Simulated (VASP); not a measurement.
Write the native input for VASP 6.6.1 that does the following.

| Property | Result |
| --- | --- |
| Task | optical spectrum |
| Functional | PBEsol |
| Potentials or basis | VASP PAW PBE potentials, release 64 (Ti_sv, O) |
| Cutoff | 520 eV |
| k mesh | 5 × 5 × 5 |
| Occupations | gaussian, width 0.02 eV |
| Spin | no spin polarisation |
| Further INCAR settings | ALGO = Normal; EDIFF = 1e-06; NBANDS = 72 |

The structure of TiO2 lies in POSCAR:

```
TiO2
1.0
    4.8126997814      0.0000000000      0.0000000000
    0.0000000000      4.8718844600      0.0000000000
   -0.8628854487      0.0000000000      4.9665942755
Ti O
4 8
Direct
    0.2774352600      0.0528083600      0.2131482700
    0.7225647400      0.5528083600      0.2868517300
    0.7225647400      0.9471916400      0.7868517300
    0.2774352600      0.4471916400      0.7131482700
    0.0638382200      0.1769655200      0.8515567400
    0.9361617800      0.6769655200      0.6484432600
    0.9361617800      0.8230344800      0.1484432600
    0.0638382200      0.3230344800      0.3515567400
    0.4453609900      0.7576317400      0.4667718600
    0.5546390100      0.2576317400      0.0332281400
    0.5546390100      0.2423682600      0.5332281400
    0.4453609900      0.7423682600      0.9667718600
```

The cell comes from a database or a generator and needn't be the stable form of this composition.

These files were run (other wordings do the same):

INCAR

```
ALGO     = Normal         # electronic algorithm
CSHIFT   = 0.1          
EDIFF    = 1E-6           # SCF threshold, eV
ENCUT    = 520            # plane-wave cutoff, eV
GGA      = PS             # functional
ISIF     = 2              # what is computed and relaxed
ISMEAR   = 0              # smearing method
LASPH    = T              # aspherical terms in the spheres
LCHARG   = F              # write CHGCAR
LOPTICS  = T              # frequency-dependent dielectric function
LREAL    = F              # projectors in reciprocal space
LWAVE    = F              # write WAVECAR
NBANDS   = 72             # bands
NEDOS    = 1000           # points of the DOS
NELM     = 80             # most SCF steps
PREC     = Accurate       # precision mode
SIGMA    = 0.02           # smearing width, eV
```

KPOINTS

```
k-points
0
Gamma
  5 5 5
```

Potentials or basis: VASP PAW PBE potentials, release 64 (Ti_sv, O).

Run with:

```bash
$ cat potpaw_PBE.64/Ti_sv/POTCAR potpaw_PBE.64/O/POTCAR > POTCAR
$ mpirun -np 1 vasp_std > vasp.out
```

Results of the run:

- Pressure: -3.1 GPa
- Largest force: 0.116 eV/Å
- Band gap on the k mesh: 2.28 eV, indirect (least direct gap 2.33 eV)

Caveat: spectra need much finer meshes, so this one isn't converged; independent-particle spectra lack excitons; the PAW data sets were made with another functional, which shifts forces and pressure a little; an odd mesh through Γ misses points on the zone boundary, where band edges often lie.

Wall time 3.9 min on 1 thread of Intel(R) Xeon(R) Platinum 8559C (Emerald Rapids), on a shared host, peak memory 0.64 GiB.
